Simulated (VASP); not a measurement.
# Ge (Cmmm) in VASP: further runs, part 2 of 2

VASP 6.6.1. The steps go on from the part before.

### Step 3. Single point, PBE

This run uses another cell than the first one, of the same volume but with other edges.

Contents of INCAR:

```
PREC = Normal ; ENCUT = 550
EDIFF = 1E-7 ; ISMEAR = 0
SIGMA = 0.05 ; LREAL = F
LASPH = T ; NELM = 100
ALGO = Normal ; ISIF = 2
LWAVE = F ; LCHARG = F
GGA = PE ; NBANDS = 13
ADDGRID = F
```

Contents of KPOINTS:

```
Automatic mesh
0
Gamma
  11 11 10
```

Contents of POSCAR:

```
Ge
1.0
    1.4161900000     -2.6475770000      0.0134350000
    1.3961930000      2.6368340000      0.0183540000
    0.0306960000      0.0025520000      2.6389690000
Ge
1
Direct
    0.4852650000      0.4800630000      0.0156560000
```

Potentials or basis: VASP PAW PBE potentials, release 64 (Ge_d).

Run with:

```bash
$ cat potpaw_PBE.64/Ge_d/POTCAR > POTCAR
$ mpirun -np 1 vasp_std > vasp.out
```

OUTCAR:

```text
PREC = Normal
   ENCUT = 550
   EDIFF = 1E-7
   ISMEAR = 0
   LREAL = F
   LASPH = T
   NELM = 100
   ISIF = 2
   GGA = PE

 Found    606 irreducible k-points:

 Following reciprocal coordinates:
            Coordinates               Weight
  0.000000  0.000000  0.000000      1.000000
  0.090909 -0.000000  0.000000      2.000000
  0.181818 -0.000000 -0.000000      2.000000
  0.272727 -0.000000  0.000000      2.000000
  0.363636 -0.000000 -0.000000      2.000000
  0.454545 -0.000000  0.000000      2.000000
   k-points           NKPTS =    606   k-points in BZ     NKDIM =    606   number of bands    NBANDS=     13
   number of dos      NEDOS =    301   number of ions     NIONS =      1
   total plane-waves  NPLWV =   5184
   dimension x,y,z NGX =    18 NGY =   18 NGZ =   16
   dimension x,y,z NGXF=    36 NGYF=   36 NGZF=   32
   ions per type =               1
   NGX,Y,Z   is equivalent  to a cutoff of   9.97, 10.03, 10.08 a.u.
   NGXF,Y,Z  is equivalent  to a cutoff of  19.93, 20.06, 20.16 a.u.
 SYSTEM =  unknown system
   PREC   = normal    normal or accurate (medium, high low for compatibility)
   ISTART =      0    job   : 0-new  1-cont  2-samecut
   ICHARG =      2    charge: 1-file 2-atom 10-const
   ISPIN  =      1    spin polarized calculation?
   LNONCOLLINEAR =      F non collinear calculations
   LSORBIT =      F    spin-orbit coupling
   LASPH  =      T    aspherical Exc in radial PAW
   ENCUT  =  550.0 eV  40.42 Ry    6.36 a.u.   5.74  5.71  5.05*2*pi/ulx,y,z
   NELM   =    100;   NELMIN=  2; NELMDL= -5     # of ELM steps
   EDIFF  = 0.1E-06   stopping-criterion for ELM
   LREAL  =      F    real-space projection
   EDIFFG = 0.1E-05   stopping-criterion for IOM
   NSW    =      0    number of steps for IOM
   IBRION =     -1    ionic relax: 0-MD 1-quasi-New 2-CG
   NFREE  =      0    steps in history (QN), initial steepest desc. (CG)
   ISIF   =      2    stress and relaxation
   ISYM   =      2    0-nonsym 1-usesym 2-fastsym
   POTIM  = 0.5000    time-step for ionic-motion
   TEBEG  =    0.0;   TEEND  =   0.0 temperature during run
   PSTRESS=    0.0 pullay stress
   NELECT =      14.0000    total number of electrons
   NUPDOWN=      -1.0000    fix difference up-down
   EMIN   =  10.00;   EMAX   =-10.00  energy-range for DOS
   EFERMI =   0.00;   METHOD = LEGACY
   ISMEAR =     0;   SIGMA  =   0.05  broadening in eV -4-tet -1-fermi 0-gaus
   EFERMI_NEDOS =   21; number of points for ismear=-14 and -15
   IALGO  =     38    algorithm
   IMIX   =      4    mixing-type and parameters
     AMIX     =   0.40;   BMIX     =  1.00
     AMIX_MAG =   1.60;   BMIX_MAG =  1.00
  volume/ion in A,a.u.               =      19.61       132.31
  Fermi-wavevector in a.u.,A,eV,Ry     =   1.463234  2.765111 29.130789  2.141053
  Thomas-Fermi vector in A             =   2.579353
   LORBIT       =      0    0 simple, 1 ext, 2 COOP (PROOUT), +10 PAW based schemes
   GGA     = PE    functional components
   LHFCALC =     F    Hartree Fock is set to
   AEXX    =    0.0000 exact exchange contribution
   IVDW    =     0    specifies the selected vdW correction
   LEPSILON=     F    determine dielectric tensor
   LRPA    =     F    only Hartree local field effects (RPA)
 non-spin polarized calculation
 Gauss-broadening in eV      SIGMA  =   0.05
  energy-cutoff  :      550.00
  volume of cell :       19.61
 maximum number of plane-waves:       586
   NGX = 11   NGY = 11   NGZ = 11

 number of electron      13.9999983 magnetization

 Free energy of the ion-electron system (eV)
  ---------------------------------------------------
  ext. energy  EPLUGINS =         0.00000000
  ---------------------------------------------------
  free energy    TOTEN  =        -4.25345015 eV

  energy without entropy =       -4.25288143  energy(sigma->0) =       -4.25316579

 E-fermi :   6.2046     XC(G=0): -11.0375

 val. band max:        6.2023474917   @ k =  -0.0909   0.4545   0.4000
 cond. band min:       6.2132094016   @ k =  -0.0000   0.2727   0.3000
 fundamental gap:      0.0108619099
 Fermi energy:         6.2046367979

 k-point     1 :       0.0000    0.0000    0.0000
  band No.  band energies     occupation
      1     -18.5469      2.00000
      2     -18.4748      2.00000
      3     -18.4221      2.00000
      4     -18.3148      2.00000
      5     -18.2924      2.00000
      6      -6.6487      2.00000
      7      12.7486      0.00000
      8      13.7489      0.00000
      9      14.4259      0.00000
     10      16.7242      0.00000
     11      18.3616      0.00000
     12      20.7675      0.00000
     13      21.0457      0.00000

 k-point     2 :       0.0909   -0.0000    0.0000
  band No.  band energies     occupation
      1     -18.5420      2.00000
      2     -18.4666      2.00000
      3     -18.4230      2.00000
      4     -18.3159      2.00000
      5     -18.2959      2.00000
      6      -6.4539      2.00000
      7      11.9540      0.00000
      8      12.8811      0.00000
      9      13.9445      0.00000
     10      17.1474      0.00000
     11      18.3675      0.00000
     12      19.5797      0.00000
     13      22.1109      0.00000

 k-point     3 :       0.1818   -0.0000   -0.0000
  band No.  band energies     occupation
      1     -18.5308      2.00000
      2     -18.4503      2.00000
      3     -18.4182      2.00000
      4     -18.3194      2.00000
      5     -18.3045      2.00000
      6      -5.8707      2.00000
      7       9.3104      0.00000
      8      11.4600      0.00000
      9      14.4889      0.00000
     10      16.0625      0.00000
     11      18.6275      0.00000
     12      21.2669      0.00000
     13      24.7167      0.00000

 k-point     4 :       0.2727   -0.0000    0.0000
  band No.  band energies     occupation
      1     -18.5209      2.00000
      2     -18.4455      2.00000
      3     -18.3910      2.00000
      4     -18.3267      2.00000
      5     -18.3130      2.00000
      6      -4.9070      2.00000
      7       6.2837      0.02540
      8      10.4775      0.00000
      9      14.7719      0.00000
     10      15.3489      0.00000
     11      19.5948      0.00000
     12      23.7733      0.00000
     13      27.3697      0.00000

 k-point     5 :       0.3636   -0.0000   -0.0000
  band No.  band energies     occupation
      1     -18.5172      2.00000
      2     -18.4435      2.00000
      3     -18.3589      2.00000
      4     -18.3363      2.00000
      5     -18.3175      2.00000
      6      -3.5995      2.00000
      7       3.5127      2.00000
      8       9.7890      0.00000
      9      13.9055      0.00000
     10      16.3948      0.00000
     11      20.8781      0.00000
     12      25.3828      0.00000
     13      26.1495      0.00000

 k-point     6 :       0.4545   -0.0000    0.0000
  band No.  band energies     occupation
      1     -18.5177      2.00000
      2     -18.4407      2.00000
      3     -18.3447      2.00000
      4     -18.3371      2.00000
      5     -18.3192      2.00000
      6      -2.1731      2.00000
      7       1.3370      2.00000
      8       9.4344      0.00000
      9      13.4753      0.00000
     10      17.2658      0.00000
     11      22.4541      0.00000
     12      23.8694      0.00000
     13      24.6391      0.00000

 [... further k-points ...]

------------------------ aborting loop because EDIFF is reached ----------------------------------------

  FORCE on cell =-STRESS in cart. coord.  units (eV):
  Direction    XX          YY          ZZ          XY          YZ          ZX
  --------------------------------------------------------------------------------------
  -------------------------------------------------------------------------------------
  Total       -0.2479110     -0.4978913      0.6136429     -0.0020864     -0.0066410     -0.0586657
  in kB      -20.2579212    -40.6849313     50.1435156     -0.1704899     -0.5426641     -4.7938408
  external PRESSURE =      -3.5997790 kB  Pullay stress =       0.0000000 kB

 VOLUME and BASIS-vectors are now :
 -----------------------------------------------------------------------------
  energy-cutoff  :      550.00
  volume of cell :       19.61
      direct lattice vectors                 reciprocal lattice vectors
     1.416190000 -2.647577000  0.013435000     0.354897238 -0.187889191 -0.003946402
     1.396193000  2.636834000  0.018354000     0.356347309  0.190588350 -0.004329273
     0.030696000  0.002552000  2.638969000    -0.004285175 -0.000368995  0.378986066

 POSITION                                       TOTAL-FORCE (eV/Angst)
 -----------------------------------------------------------------------------------
      1.35797     -0.01889      0.05665        -0.000000      0.000000      0.000000
 -----------------------------------------------------------------------------------
    total drift:                               -0.000164      0.000389      0.000116

  FREE ENERGIE OF THE ION-ELECTRON SYSTEM (eV)
  ---------------------------------------------------
  free  energy   TOTEN  =        -4.2534501460 eV

  energy  without entropy=       -4.2528814310  energy(sigma->0) =       -4.25316579
```

stdout:

```text
POSCAR found type information on POSCAR Ge
 POSCAR found :  1 types and       1 ions
 scaLAPACK will be used
 LDA part: xc-table for (Slater+PW92), standard interpolation
 POSCAR, INCAR and KPOINTS ok, starting setup
 FFT: planning ... GRIDC
 FFT: planning ... GRID_SOFT
 FFT: planning ... GRID
 WAVECAR not read
 entering main loop
```

Wall time 29 s (1 thread of Intel Xeon 6975P-C (Granite Rapids), shared host); peak memory 0.24 GiB.

The run converged, but some of its settings lie outside the range that counts as converged, so its numbers aren't taken as properties of the crystal.

Results:

| Property | Result |
| --- | --- |
| Free energy | -4.2535 eV |
| Pressure | -0.4 GPa |
| Band gap on the k mesh | none (metal or under the smearing width) |

### Step 4. Single point, PBE

Contents of INCAR:

```
PREC = Accurate ; ENCUT = 550
EDIFF = 1E-7 ; ISMEAR = 0
SIGMA = 0.05 ; LREAL = Auto
LASPH = T ; NELM = 100
ALGO = Normal ; ISIF = 2
LWAVE = F ; LCHARG = F
GGA = PE ; NBANDS = 13
ADDGRID = F
```

KPOINTS is that of step 3.

Contents of POSCAR:

```
Ge
1.0
    1.3971490000     -2.6005160000      0.0000000000
    1.3971490000      2.6005160000      0.0000000000
    0.0000000000      0.0000000000      2.6982310000
Ge
1
Direct
    0.5000000000      0.5000000000      0.0000000000
```

Run with:

```bash
$ cat potpaw_PBE.64/Ge_d/POTCAR > POTCAR
$ mpirun -np 1 vasp_std > vasp.out
```

Run time: 29 s. Hardware: 1 thread of Intel Xeon 6975P-C (Granite Rapids), shared host; peak memory 0.17 GiB.

The run converged, but some of its settings lie outside the range that counts as converged, so its numbers aren't taken as properties of the crystal.

Results:

```yaml
Free_energy: -4.2676 eV
Pressure: -0.6 GPa
Band_gap_on_the_k_mesh: none (metal or under the smearing width)
```

### Step 5. Single point, PBE

This run uses another cell than the first one, of the same volume but with other edges.

INCAR is that of step 4.

KPOINTS is that of step 4.

Contents of POSCAR:

```
Ge
1.0
    1.4161900000     -2.6475770000      0.0134350000
    1.3961930000      2.6368340000      0.0183540000
    0.0306960000      0.0025520000      2.6389690000
Ge
1
Direct
    0.4852650000      0.4800630000      0.0156560000
```

Run with:

```bash
$ cat potpaw_PBE.64/Ge_d/POTCAR > POTCAR
$ mpirun -np 1 vasp_std > vasp.out
```

Wall time 68 s (1 thread of Intel Xeon 6975P-C (Granite Rapids), shared host); peak memory 0.22 GiB.

These settings aren't checked as converged: the numbers below hold their error.

What came out:

```yaml
Free_energy: -4.2538 eV
Pressure: -0.4 GPa
Band_gap_on_the_k_mesh: none (metal or under the smearing width)
```

### Step 6. Single point, PBE

Contents of INCAR:

```
PREC = Accurate ; ENCUT = 550
EDIFF = 1E-5 ; ISMEAR = 0
SIGMA = 0.05 ; LREAL = F
LASPH = T ; NELM = 100
ALGO = Normal ; ISIF = 2
LWAVE = F ; LCHARG = F
GGA = PE ; NBANDS = 13
ADDGRID = F
```

KPOINTS is that of step 5.

Contents of POSCAR:

```
Ge
1.0
    1.3971490000     -2.6005160000      0.0000000000
    1.3971490000      2.6005160000      0.0000000000
    0.0000000000      0.0000000000      2.6982310000
Ge
1
Direct
    0.5000000000      0.5000000000      0.0000000000
```

Potentials or basis: VASP PAW PBE potentials, release 64 (Ge_d).

Run with:

```bash
$ cat potpaw_PBE.64/Ge_d/POTCAR > POTCAR
$ mpirun -np 1 vasp_std > vasp.out
```

Run time: 11 s. Hardware: 1 thread of Intel Xeon 6975P-C (Granite Rapids), shared host; peak memory 0.17 GiB.

The run converged, but some of its settings lie outside the range that counts as converged, so its numbers aren't taken as properties of the crystal.

Results:

* Free energy: -4.2672 eV
* Pressure: -1.2 GPa
* Band gap on the k mesh: none (metal or under the smearing width)

### Step 7. The reference run

An earlier run on the cell as given: functional PBE; potentials or basis VASP PAW PBE potentials, release 64 (Ge_d); cutoff 520 eV; k mesh 11 × 11 × 10; occupations fermi-dirac, width 0.05 eV; no spin polarisation.

- Pressure: -0.6 GPa
- Band gap on the k mesh: none (metal or under the smearing width)
